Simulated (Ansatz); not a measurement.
## ZrO2 (fluorite), scan of one atom of the cell

ZrO$_{2}$ (fluorite)

```yaml
crystal:
  lattice:
    - [0.00000, 5.11587, 5.11587]
    - [2.55794, 0.00000, 2.55794]
    - [2.55794, 2.55794, 0.00000]
  atoms:
    - { symbol: Zr, position: [0.00000, 0.00000, 0.00000] }
    - { symbol: Zr, position: [0.50000, 0.00000, 0.00000] }
    - { symbol: O, position: [0.12500, 0.25000, 0.25000] }
    - { symbol: O, position: [0.62500, 0.25000, 0.25000] }
    - { symbol: O, position: [0.37500, 0.75000, 0.75000] }
    - { symbol: O, position: [0.87500, 0.75000, 0.75000] }
```

In each cell atom 3 (O, nearest neighbour Zr at 2.215 Å; its periodic images, 3.6 Å or more away, move with it) moves by s·(0.707, 0.707, 0.000) (along Cartesian [110]), the rest being held.

Computed with PBE (plane waves to 420 eV, PAW, scalar-relativistic; Ansatz, an electronic-structure program). k mesh 9×9×9 (Γ-centred), Fermi-Dirac smearing 0.05 eV. E stands for the smeared free energy. Compression counts positive. F∥ is the force on the atom along that direction. F⊥ is the part of the force across the line. This is a high-temperature form of ZrO2. ZrO2 is run without spin polarisation. ZrO2 was relaxed with its symmetry unable to fall. ΔE is measured from the undisplaced structure.

| s (Å) | ΔE (meV/cell) | F∥ (eV/Å) | |F⊥| (eV/Å) | P (GPa) |
|---|---|---|---|---|
| -0.220 | 260.5 | 2.428 | 0.592 | 1.86 |
| -0.176 | 165.2 | 1.908 | 0.376 | 1.18 |
| -0.132 | 92.3 | 1.411 | 0.210 | 0.66 |
| -0.088 | 40.8 | 0.931 | 0.093 | 0.29 |
| -0.044 | 10.2 | 0.463 | 0.023 | 0.07 |
| 0.000 | 0.0 | 0.000 | 0.000 | 0.00 |
| 0.044 | 10.2 | -0.463 | 0.023 | 0.07 |
| 0.088 | 40.8 | -0.931 | 0.093 | 0.29 |
| 0.132 | 92.3 | -1.411 | 0.210 | 0.66 |
| 0.176 | 165.2 | -1.908 | 0.376 | 1.18 |
| 0.220 | 260.5 | -2.428 | 0.592 | 1.86 |

Derived quantities:

| Quantity | Value |
|---|---|
| Energy at s = 0.220 Å | 260.5 meV/cell |
| Force along the line at s = -0.220 Å | 2.43 eV/Å |
| Symmetry of the curve | even: the same for both signs |
| Shape of the curve | a single well with its minimum at or next to zero displacement |
| Force constant k = d²E/ds² at s = 0 (finite differences) | 10.5 eV/Å² |
| Harmonic estimate at the end of the scan | ½ks² = 253.9 meV/cell against the computed 260.5 meV/cell, so the well is close to harmonic there |

(A displaced cell: forces are minus the slopes of the energy, force constants its curvatures, and phonons follow from these.)
